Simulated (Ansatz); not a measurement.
A 2-atom cell of TlBr (Pm-3m) from a materials database (r2SCAN+rVV10 geometry), in Ansatz:

Space group Pm-3m (No. 221). a = 3.945 Å, b = 3.945 Å, c = 3.945 Å, α = 90.00°, β = 90.00°, γ = 90.00°
```tsv
atom	site	symmetry	x	y	z
Tl	1a	m-3m	0.0000	0.0000	0.0000
Br	1b	m-3m	0.5000	0.5000	0.5000
```

G0W0@PBE with 454 empty bands, a screening cutoff of 220 eV and a 4×4×4 mesh (PAW, contour deformation) gives 2.879 eV over the mesh points, from a PBE gap of 1.776 eV; it sums over 464 bands with 461 plane waves in the screening and a wave cutoff of 420 eV. No extrapolation in bands, cutoff or mesh was made for G0W0. The values are computed, spin-unpolarised, and not measurements.

Question: Estimate the gap with starting point r2SCAN.

Answer: 3.159 eV (+0.280 eV), from a Kohn-Sham gap of 2.222 eV.

Question: Estimate the gap with potentials of the kind norm-conserving.

Answer: 2.806 eV (-0.073 eV), from a Kohn-Sham gap of 1.783 eV.

Spin-orbit coupling is left out; in compounds of Pb, Bi, Tl or Hg it can lower a gap by up to about 1 eV, split its edges or invert the bands.

With a shallow d shell on the cation, G0W0 converges slowly in bands and cutoff, so these values are in doubt.
